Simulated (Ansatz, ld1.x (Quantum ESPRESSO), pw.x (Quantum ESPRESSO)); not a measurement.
**Mg (Z = 12) (sc): variants of one ultrasoft potential in the solid**

| Item | Value |
| --- | --- |
| Element | magnesium |
| Generator | ld1.x (Quantum ESPRESSO) 7.5 |
| Type | ultrasoft |
| Functional | PBE |
| Relativity | scalar-relativistic |
| Frozen core | [Ne] |
| Valence charge | 2 |
| Reference configuration | 3s2 3p0 |
| Partial waves | 3s (bound): rcut 1.80, rcutus 2.30 bohr; 3s channel at 0.6 Ry: rcut 1.80, rcutus 2.30 bohr; 3p (bound, empty): rcut 3.00, rcutus 3.40 bohr; 3p channel at 0.75 Ry: rcut 3.00, rcutus 3.40 bohr |
| Local potential | all-electron potential smoothed inside 2.60 bohr (lloc = -1) |
| Core correction | none |
| Augmentation charge | built from norm-conserving waves at rcut, not smoothed further |

Crystal test: sc Mg in pw.x 7.5, no spin, 11³ k-points, Fermi–Dirac smearing 0.01 Ry, cutoffs set for each file from its atomic test. The reference is all-electron LAPW (Ansatz 0.2.0) with the same functional, mesh and smearing; V0 and B0 come from Birch–Murnaghan fits to the pressures at five volumes. Errors are pseudo minus all-electron; Δ is the rms difference of the E(V) curves that follow from these fits, minima aligned, over ±6 % about the mean V0. Mesh and smearing are coarse, so the numbers serve the comparison and aren't converged zero-temperature values; the lattice is a test structure that the element need not adopt.

All-electron: a0 = 3.021 Å (V0 = 27.58 Å³/atom), B0 = 22.7 GPa.

Base: The largest radius (3.40 bohr) exceeds half the bond length (2.86 bohr), so the spheres overlap, which is one possible source of error among others. This is a poor potential for the solid.

```tsv
change	cutoffs (Ry)	pw.x	a0 (Å)	a0 error (%)	B0 error (%)	Δ (meV/atom)	mean pressure error (GPa)
base	40/600	converged	3.059	+1.24	-4.6	5.0	+0.85
type RRKJ; waves now 3s (bound): rc 2.30 bohr; 3p (bound): rc 3.40 bohr; local potential all-electron potential smoothed inside 2.15 bohr (lloc = -1); rho0 0.001	35/140	converged	3.054	+1.07	-4.4	4.3	+0.73
waves 3p (bound): rcut 3.00, rcutus 4.68 bohr; 3p channel at 0.75 Ry: rcut 3.00, rcutus 4.68 bohr	40/600	converged	3.064	+1.41	-6.4	5.6	+0.95
local potential all-electron potential smoothed inside 2.30 bohr (lloc = -2)	40/600	converged	3.062	+1.35	-4.8	5.5	+0.93
local potential all-electron potential smoothed inside 2.28 bohr (lloc = -1)	40/600	converged	3.059	+1.23	-4.6	5.0	+0.84
```

Give the row for: waves 3s (bound): rcut 1.80, rcutus 2.12 bohr; 3s channel at 0.6 Ry: rcut 1.80, rcutus 2.12 bohr.

pw.x: converged; mean pressure error (GPa): +0.85; a0 (Å): 3.059; a0 error (%): +1.24; B0 error (%): -4.6; Δ (meV/atom): 5.0.
